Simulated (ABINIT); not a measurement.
TiAl:

```xyz
2
Lattice="3.1791 0.0000 0.0000 0.0000 3.1791 0.0000 0.0000 0.0000 3.1791" Properties=species:S:1:pos:R:3 pbc="T T T"
Ti    0.0000    0.0000    0.0000
Al    1.5895    1.5895    1.5895
```

The cell comes from a database or a generator and needn't be the stable form of this composition.

* Program: ABINIT 10.8.3 (patched build)
* Task: single point
* Functional: PBEsol
* Potentials or basis: PseudoDojo NC SR PBEsol v0.4.1 standard
* Cutoff: 1143 eV
* k mesh: 8 × 8 × 8
* Occupations: fermi-dirac, width 0.05 eV
* Spin: no spin polarisation

On this cell: pressure -2.4 GPa; largest force zero by symmetry; band gap on the k mesh none (metal or under the smearing width).

The same run follows on a disturbed copy (atoms moved at random, drawn with an rms of 0.05 Å):

```xyz
2
Lattice="3.1791 0.0000 0.0000 0.0000 3.1791 0.0000 0.0000 0.0000 3.1791" Properties=species:S:1:pos:R:3 pbc="T T T"
Ti   -0.0036    0.0241    0.0054
Al    1.6191    1.6101    1.5915
```

Q: What changes?

A: The energy (extrapolated to zero smearing) moves by +1.8 meV/atom; pressure -2.4 GPa; largest force 0.210 eV/Å; band gap on the k mesh none (metal or under the smearing width).

Forces in eV/Å, atoms in the order of the input:
```
Ti   0.207 -0.022 -0.022
Al  -0.207  0.022  0.022
```
